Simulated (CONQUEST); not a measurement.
A run of CONQUEST 1.3 is set up as follows.

Conquest_input

```
IO.Title MoS2
IO.Coordinates coords.dat
IO.FractionalAtomicCoords T
IO.Iprint 2
IO.Iprint_init 1
General.NumberOfSpecies 2
General.PseudopotentialType hamann
AtomMove.TypeOfRun static
AtomMove.FullStress T
Grid.GridCutoff 120
DM.SolutionMethod diagon
Diag.MPMesh T
Diag.GammaCentred T
Diag.MPMeshX 8
Diag.MPMeshY 5
Diag.MPMeshZ 2
Diag.kT 0.00183747
minE.SCTolerance 1e-6
SC.MaxIters 100
IO.AtomChargeOutput T
SC.KerkerPreCondition T
SC.KerkerFactor 0.3
SC.LinearMixingFactor 0.3
%block ChemicalSpeciesLabel
1 95.940 Mo
2 32.070 S
%endblock
```

coords.dat

```
    6.0179111844     0.0000000000     0.0000000000
    0.0000000000    10.4233279275     0.0000000000
    0.0000000000     0.0000000000    40.9513755950
12
  0.4963165000   0.1719205000   0.1490940000 1 T T T
  0.9963165000   0.6719205000   0.1490940000 1 T T T
  0.0058485000   0.3389545000   0.8515400000 1 T T T
  0.5058485000   0.8389545000   0.8515400000 1 T T T
  0.0122935000   0.3353195000   0.2215660000 2 T T T
  0.5122935000   0.8353195000   0.2215660000 2 T T T
  0.0005250000   0.6657720000   0.9226780000 2 T T T
  0.5005250000   0.1657720000   0.9226780000 2 T T T
  0.0111360000   0.3255390000   0.0763030000 2 T T T
  0.5111360000   0.8255390000   0.0763030000 2 T T T
  0.4884745000   0.1644935000   0.7816020000 2 T T T
  0.9884745000   0.6644935000   0.7816020000 2 T T T
```

Potentials or basis: PseudoDojo NC PBE, DZP, grid cutoff 120 Ha.

Command:

```console
$ OMP_NUM_THREADS=1 Conquest
```

Question: What does it give for the band gap on the k mesh?

Answer: 1.24 eV.

Question: Estimate the largest force.

Answer: 1.559 eV/Å.

Question: Estimate the Mulliken charges.

Answer: Mo +0.48, +0.53; S -0.24, -0.26, -0.27 e.

Stress tensor (GPa, compression positive):
```
 1.69 -0.51 -0.48
-0.51  1.76 -0.67
-0.48 -0.67  3.39
```

Caveat: the box holds several primitive cells, so bands are folded and the points are those of the box's own zone; the basis of atomic orbitals isn't converged, which shifts pressures, moduli and gaps.
